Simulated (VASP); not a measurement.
# As2Pt (Sperrylite) (Pa-3) in VASP: further runs, part 3 of 3

VASP 6.6.1. Earlier steps stand in the parts before.

### Step 5. Relaxation of cell and atoms, r2SCAN

This run uses another cell than the first one, of 18.08 Å³/atom, 1.022 times its volume.

The input, INCAR:

```
SYSTEM = As2Pt
PREC = Accurate
ENCUT = 600
EDIFF = 1E-7
ISMEAR = 0
SIGMA = 0.03
LREAL = .False.
LASPH = .True.
NELM = 80
ALGO = Normal
ISIF = 3
LWAVE = .False.
LCHARG = .False.
METAGGA = R2SCAN
LMIXTAU = .True.
IBRION = 2
NSW = 90
EDIFFG = -0.005
KPAR = 4
```

The input, KPOINTS:

```
Automatic mesh
0
Gamma
  6 6 6
  0 0 0
```

The input, POSCAR:

```
As2Pt                                   
1.0
    6.0093201445     -0.0000000000      0.0000000000
   -0.0000000000      6.0093201445      0.0000000000
    0.0000000000      0.0000000000      6.0093201445
  As              Pt            
     8     4
Direct
     0.3839614615929247    0.3839614615929247    0.3839614615929247
     0.1160385384070753    0.6160385384070752    0.8839614615929248
     0.8839614615929248    0.1160385384070753    0.6160385384070752
     0.6160385384070752    0.8839614615929248    0.1160385384070753
     0.6160385384070752    0.6160385384070752    0.6160385384070752
     0.8839614615929248    0.3839614615929247    0.1160385384070753
     0.1160385384070753    0.8839614615929248    0.3839614615929247
     0.3839614615929247    0.1160385384070753    0.8839614615929248
     0.0000000000000000    0.0000000000000000    1.0000000000000000
     0.5000000000000000    0.0000000000000000    0.5000000000000000
     0.5000000000000000    0.5000000000000000    1.0000000000000000
     0.0000000000000000    0.5000000000000000    0.5000000000000000
```

Potentials or basis: VASP PAW PBE potentials, release 64 (As, Pt).

The run is started by

```
$ cat potpaw_PBE.64/As/POTCAR potpaw_PBE.64/Pt/POTCAR > POTCAR
$ mpirun -np 4 vasp_std > vasp.out
```

OUTCAR:

```text
SYSTEM = As2Pt
   PREC = Accurate
   ENCUT = 600
   EDIFF = 1E-7
   ISMEAR = 0
   LREAL = .False.
   LASPH = .True.
   NELM = 80
   ISIF = 3
   METAGGA = R2SCAN
   IBRION = 2
   NSW = 90
   EDIFFG = -0.005

 ion  position               nearest neighbor table
   1  0.384  0.384  0.384-   5 2.42  10 2.51  11 2.51  12 2.51
   2  0.116  0.616  0.884-   6 2.42   9 2.51  11 2.51  12 2.51
   3  0.884  0.116  0.616-   7 2.42   9 2.51  10 2.51  12 2.51
   4  0.616  0.884  0.116-   8 2.42   9 2.51  10 2.51  11 2.51
   5  0.616  0.616  0.616-   1 2.42  10 2.51  11 2.51  12 2.51
   6  0.884  0.384  0.116-   2 2.42   9 2.51  11 2.51  12 2.51
   7  0.116  0.884  0.384-   3 2.42   9 2.51  10 2.51  12 2.51
   8  0.384  0.116  0.884-   4 2.42   9 2.51  10 2.51  11 2.51
   9  0.000  0.000  0.000-   2 2.51   3 2.51   4 2.51   6 2.51   7 2.51   8 2.51
  10  0.500  0.000  0.500-   1 2.51   3 2.51   4 2.51   5 2.51   7 2.51   8 2.51
  11  0.500  0.500  0.000-   1 2.51   2 2.51   4 2.51   5 2.51   6 2.51   8 2.51
  12  0.000  0.500  0.500-   1 2.51   2 2.51   3 2.51   5 2.51   6 2.51   7 2.51

  LATTYP: Found a simple cubic cell.
 ALAT       =     6.0093201445

  Lattice vectors:

 A1 = (   6.0093201445,   0.0000000000,   0.0000000000)
 A2 = (   0.0000000000,   6.0093201445,   0.0000000000)
 A3 = (   0.0000000000,   0.0000000000,   6.0093201445)

Analysis of symmetry for initial positions (statically):
=====================================================================
 Subroutine PRICEL returns:
 Original cell was already a primitive cell.

 Routine SETGRP: Setting up the symmetry group for a
 simple cubic supercell.

 Subroutine GETGRP returns: Found 24 space group operations
 (whereof  6 operations were pure point group operations)
 out of a pool of 48 trial point group operations.

The static configuration has the point symmetry S_6 .
 The point group associated with its full space group is T_h .

Analysis of symmetry for dynamics (positions and initial velocities):
=====================================================================
 Subroutine PRICEL returns:
 Original cell was already a primitive cell.

 Routine SETGRP: Setting up the symmetry group for a
 simple cubic supercell.

 Subroutine GETGRP returns: Found 24 space group operations
 (whereof  6 operations were pure point group operations)
 out of a pool of 48 trial point group operations.

The dynamic configuration has the point symmetry S_6 .
 The point group associated with its full space group is T_h .

 Subroutine INISYM returns: Found 24 space group operations
 (whereof  6 operations are pure point group operations),
 and found     1 'primitive' translations

----------------------------------------------------------------------------------------

                                     Primitive cell

  volume of cell :     217.0081

  direct lattice vectors                    reciprocal lattice vectors
     6.009320145  0.000000000  0.000000000     0.166408175  0.000000000  0.000000000
     0.000000000  6.009320145  0.000000000     0.000000000  0.166408175  0.000000000
     0.000000000  0.000000000  6.009320145     0.000000000  0.000000000  0.166408175

  length of vectors
[... 85 lines left out ...]
   total plane-waves  NPLWV = 110592
   dimension x,y,z NGX =    48 NGY =   48 NGZ =   48
   dimension x,y,z NGXF=    96 NGYF=   96 NGZF=   96
   ions per type =               8   4
   NGX,Y,Z   is equivalent  to a cutoff of  13.28, 13.28, 13.28 a.u.
   NGXF,Y,Z  is equivalent  to a cutoff of  26.56, 26.56, 26.56 a.u.
 SYSTEM =  As2Pt
   PREC   = accura    normal or accurate (medium, high low for compatibility)
   ISTART =      0    job   : 0-new  1-cont  2-samecut
   ICHARG =      2    charge: 1-file 2-atom 10-const
   ISPIN  =      1    spin polarized calculation?
   LNONCOLLINEAR =      F non collinear calculations
   LSORBIT =      F    spin-orbit coupling
   LASPH  =      T    aspherical Exc in radial PAW
   ENCUT  =  600.0 eV  44.10 Ry    6.64 a.u.  12.00 12.00 12.00*2*pi/ulx,y,z
   NELM   =     80;   NELMIN=  2; NELMDL= -5     # of ELM steps
   EDIFF  = 0.1E-06   stopping-criterion for ELM
   LREAL  =      F    real-space projection
   EDIFFG = -.5E-02   stopping-criterion for IOM
   NSW    =     90    number of steps for IOM
   IBRION =      2    ionic relax: 0-MD 1-quasi-New 2-CG
   NFREE  =      1    steps in history (QN), initial steepest desc. (CG)
   ISIF   =      3    stress and relaxation
   ISYM   =      2    0-nonsym 1-usesym 2-fastsym
   POTIM  = 0.5000    time-step for ionic-motion
   TEBEG  =    0.0;   TEEND  =   0.0 temperature during run
   PSTRESS=    0.0 pullay stress
   NELECT =      80.0000    total number of electrons
   NUPDOWN=      -1.0000    fix difference up-down
   EMIN   =  10.00;   EMAX   =-10.00  energy-range for DOS
   EFERMI =   0.00;   METHOD = LEGACY
   ISMEAR =     0;   SIGMA  =   0.03  broadening in eV -4-tet -1-fermi 0-gaus
   EFERMI_NEDOS =   21; number of points for ismear=-14 and -15
   IALGO  =     38    algorithm
   IMIX   =      4    mixing-type and parameters
     AMIX     =   0.40;   BMIX     =  1.00
     AMIX_MAG =   1.60;   BMIX_MAG =  1.00
  volume/ion in A,a.u.               =      18.08       122.04
  Fermi-wavevector in a.u.,A,eV,Ry     =   1.173851  2.218256 18.747810  1.377925
  Thomas-Fermi vector in A             =   2.310257
   LORBIT       =      0    0 simple, 1 ext, 2 COOP (PROOUT), +10 PAW based schemes
   METAGGA = R2SCAN    functional components
   LHFCALC =     F    Hartree Fock is set to
   AEXX    =    0.0000 exact exchange contribution
   IVDW    =     0    specifies the selected vdW correction
   LEPSILON=     F    determine dielectric tensor
   LRPA    =     F    only Hartree local field effects (RPA)
 conjugate gradient relaxation of ions
 non-spin polarized calculation
 Gauss-broadening in eV      SIGMA  =   0.03
  energy-cutoff  :      600.00
  volume of cell :      217.01
 maximum number of plane-waves:      7264
   NGX = 25   NGY = 25   NGZ = 25

 number of electron      80.0000015 magnetization

 Free energy of the ion-electron system (eV)
  ---------------------------------------------------
  ext. energy  EPLUGINS =         0.00000000
  ---------------------------------------------------
  free energy    TOTEN  =      -330.86422679 eV

  energy without entropy =     -330.86422679  energy(sigma->0) =     -330.86422679

 E-fermi :   7.2353     XC(G=0): -11.9042

 val. band max:        7.0781474253   @ k =   0.3333   0.3333   0.0000
 cond. band min:       7.4769133241   @ k =   0.5000   0.5000   0.5000
 fundamental gap:      0.3987658988
 Fermi energy:         7.2352694200

 k-point     1 :       0.0000    0.0000    0.0000
  band No.  band energies     occupation
      1      -7.6361      2.00000
      2      -5.6083      2.00000
      3      -5.6083      2.00000
      4      -5.6083      2.00000
      5      -3.2137      2.00000
      6      -3.2137      2.00000
[... 1213 lines left out ...]
     47      10.1683      0.00000
     48      10.1683      0.00000

------------------------ aborting loop because EDIFF is reached ----------------------------------------

  FORCE on cell =-STRESS in cart. coord.  units (eV):
  Direction    XX          YY          ZZ          XY          YZ          ZX
  --------------------------------------------------------------------------------------
  -------------------------------------------------------------------------------------
  Total       -0.0013488     -0.0013488     -0.0013488      0.0000000      0.0000000      0.0000000
  in kB       -0.0099579     -0.0099579     -0.0099579      0.0000000      0.0000000      0.0000000
  external PRESSURE =      -0.0099579 kB  Pullay stress =       0.0000000 kB

 VOLUME and BASIS-vectors are now :
 -----------------------------------------------------------------------------
  energy-cutoff  :      600.00
  volume of cell :      217.01
      direct lattice vectors                 reciprocal lattice vectors
     6.009320145  0.000000000  0.000000000     0.166408175  0.000000000  0.000000000
     0.000000000  6.009320145  0.000000000     0.000000000  0.166408175  0.000000000
     0.000000000  0.000000000  6.009320145     0.000000000  0.000000000  0.166408175

 POSITION                                       TOTAL-FORCE (eV/Angst)
 -----------------------------------------------------------------------------------
      2.30735      2.30735      2.30735        -0.000466     -0.000466     -0.000466
      0.69731      3.70197      5.31201         0.000466      0.000466     -0.000466
      5.31201      0.69731      3.70197        -0.000466      0.000466      0.000466
      3.70197      5.31201      0.69731         0.000466     -0.000466      0.000466
      3.70197      3.70197      3.70197         0.000466      0.000466      0.000466
      5.31201      2.30735      0.69731        -0.000466     -0.000466      0.000466
      0.69731      5.31201      2.30735         0.000466     -0.000466     -0.000466
      2.30735      0.69731      5.31201        -0.000466      0.000466     -0.000466
      0.00000      0.00000      0.00000        -0.000000      0.000000      0.000000
      3.00466      0.00000      3.00466        -0.000000      0.000000      0.000000
      3.00466      3.00466      0.00000        -0.000000      0.000000      0.000000
      0.00000      3.00466      3.00466        -0.000000      0.000000      0.000000
 -----------------------------------------------------------------------------------
    total drift:                                0.000000      0.000000     -0.000000

  FREE ENERGIE OF THE ION-ELECTRON SYSTEM (eV)
  ---------------------------------------------------
  free  energy   TOTEN  =      -330.8642267913 eV

  energy  without entropy=     -330.8642267913  energy(sigma->0) =     -330.86422679

 reached required accuracy - stopping structural energy minimisation
```

Wall time 3.3 min (4 MPI ranks of Intel Xeon Platinum 8488C (Sapphire Rapids), shared host); peak memory 0.53 GiB.

Results:

```
Free energy             : -330.8642 eV
Pressure after relaxing : 0.0 GPa
Band gap on the k mesh  : 0.40 eV, indirect (least direct gap 1.11 eV)
```

Final structure:
```cif
data_structure
_symmetry_space_group_name_H-M 'P 1'
_symmetry_Int_Tables_number 1
_cell_length_a 6.0093
_cell_length_b 6.0093
_cell_length_c 6.0093
_cell_angle_alpha 90.000
_cell_angle_beta 90.000
_cell_angle_gamma 90.000
_cell_volume 217.01
loop_
_atom_site_label
_atom_site_type_symbol
_atom_site_fract_x
_atom_site_fract_y
_atom_site_fract_z
_atom_site_occupancy
As1 As 0.38396 0.38396 0.38396 1
As2 As 0.11604 0.61604 0.88396 1
As3 As 0.88396 0.11604 0.61604 1
As4 As 0.61604 0.88396 0.11604 1
As5 As 0.61604 0.61604 0.61604 1
As6 As 0.88396 0.38396 0.11604 1
As7 As 0.11604 0.88396 0.38396 1
As8 As 0.38396 0.11604 0.88396 1
Pt1 Pt 0.00000 0.00000 0.00000 1
Pt2 Pt 0.50000 0.00000 0.50000 1
Pt3 Pt 0.50000 0.50000 0.00000 1
Pt4 Pt 0.00000 0.50000 0.50000 1
```

Caveat: the relaxation stopped at its first step, so nothing moved; the PAW data sets were made with another functional, which shifts forces and pressure a little; spin-orbit coupling is left out, which moves the levels of the heavy elements.

### Step 6. Relaxation of cell and atoms, PBE+D3(BJ)

The input, INCAR:

```
  ALGO = Normal
  EDIFF = 1E-6
  EDIFFG = -0.01
  ENCUT = 600
  GGA = PE
  IBRION = 2
  ISIF = 3
  ISMEAR = 0
  IVDW = 12
  KPAR = 4
  LASPH = True
  LCHARG = False
  LREAL = False
  LWAVE = False
  NELM = 80
  NSW = 90
  PREC = Accurate
  SIGMA = 0.03
```

The input, KPOINTS:

```
k-points
0
Gamma
  6 6 6
```

The input, POSCAR:

```
As2Pt
1.0
    5.9665000000      0.0000000000      0.0000000000
    0.0000000000      5.9665000000      0.0000000000
    0.0000000000      0.0000000000      5.9665000000
As Pt
8 4
Direct
    0.3830000000      0.3830000000      0.3830000000
    0.1170000000      0.6170000000      0.8830000000
    0.8830000000      0.1170000000      0.6170000000
    0.6170000000      0.8830000000      0.1170000000
    0.6170000000      0.6170000000      0.6170000000
    0.8830000000      0.3830000000      0.1170000000
    0.1170000000      0.8830000000      0.3830000000
    0.3830000000      0.1170000000      0.8830000000
    0.0000000000      0.0000000000      0.0000000000
    0.5000000000      0.0000000000      0.5000000000
    0.5000000000      0.5000000000      0.0000000000
    0.0000000000      0.5000000000      0.5000000000
```

Potentials or basis: VASP PAW PBE potentials, release 64 (As, Pt).

The run is started by

```
$ cat potpaw_PBE.64/As/POTCAR potpaw_PBE.64/Pt/POTCAR > POTCAR
$ mpirun -np 4 vasp_std > vasp.out
```

It took 2.8 min on 4 MPI ranks of AMD EPYC 9R45 (Zen 5), shared host; peak memory 0.48 GiB.

It converged, with:

* Free energy: -74.5416 eV
* Relaxed volume: 17.92 Å³/atom
* Relaxed cell: a = 5.992 Å, b = 5.992 Å, c = 5.992 Å, α = 90.00°, β = 90.00°, γ = 90.00°
* Space group after relaxing (to 0.05 Å): Pa-3 (No. 205)
* Energy gained by relaxing: 1.4 meV/atom
* Ionic steps: 5
* Pressure after relaxing: 0.0 GPa
* Band gap on the k mesh: 0.25 eV, indirect (least direct gap 0.97 eV)
* Dispersion energy per atom: -0.555 eV

The path:
```tsv
step	energy change (eV)	largest force (eV/Å)	pressure (GPa)	volume (Å³)
1	0.0000	0.0015	2.02	212.40
2	0.0208	0.0419	-2.81	219.34
3	-0.0170	0.0161	0.01	215.14
4	-0.0170	0.0164	-0.04	215.20
5	-0.0170	0.0019	0.05	215.09
```

Final structure:
```
CELL_PARAMETERS angstrom
5.99153 0.00000 0.00000
0.00000 5.99153 0.00000
0.00000 0.00000 5.99153
ATOMIC_POSITIONS crystal
As 0.38306 0.38306 0.38306
As 0.11694 0.61694 0.88306
As 0.88306 0.11694 0.61694
As 0.61694 0.88306 0.11694
As 0.61694 0.61694 0.61694
As 0.88306 0.38306 0.11694
As 0.11694 0.88306 0.38306
As 0.38306 0.11694 0.88306
Pt 0.00000 0.00000 0.00000
Pt 0.50000 0.00000 0.50000
Pt 0.50000 0.50000 0.00000
Pt 0.00000 0.50000 0.50000
```

Levels at points of the mesh, in eV from the valence-band top:
| k point | band 38 | band 39 | band 40 | band 41 | band 42 | band 43 |
| --- | --- | --- | --- | --- | --- | --- |
| (0.00, 0.00, 0.00) | -0.96 | -0.96 | -0.96 | 0.65 | 0.65 | 0.65 |
| (0.50, 0.00, 0.00) | -1.24 | -0.84 | -0.84 | 1.48 | 1.48 | 1.65 |
| (0.50, 0.50, 0.00) | -0.58 | -0.58 | -0.58 | 1.95 | 1.95 | 1.95 |
| (0.50, 0.50, 0.50) | -0.72 | -0.72 | -0.72 | 0.25 | 0.25 | 0.25 |

Caveat: spin-orbit coupling is left out, which moves the levels of the heavy elements. Zero-point motion and thermal expansion aren't in these numbers.

### Step 7. The runs side by side

| level | k mesh | cutoff (eV) | gap on the mesh (eV) | pressure (GPa) |
| --- | --- | --- | --- | --- |
| PBE | 3 × 3 × 3 | 300 | 0.52 | 0.0 |
| r2SCAN | 6 × 6 × 6 | 600 | 0.40 | 0.0 |
| PBE+D3(BJ) | 6 × 6 × 6 | 600 | 0.25 | 0.0 |

Alike in all rows: task relaxation of cell and atoms; potentials or basis VASP PAW PBE potentials, release 64 (As, Pt); no spin polarisation; cell relaxed; smearing gaussian 0.03 eV.

Caveats: spin-orbit coupling is left out, which moves the levels of the heavy elements; the relaxation stopped at its first step, so nothing moved (some runs); an odd mesh through Γ misses points on the zone boundary, where band edges often lie (some runs); the PAW data sets were made with another functional, which shifts forces and pressure a little (some runs).

Absolute energies hang on the potentials; compare differences alone.
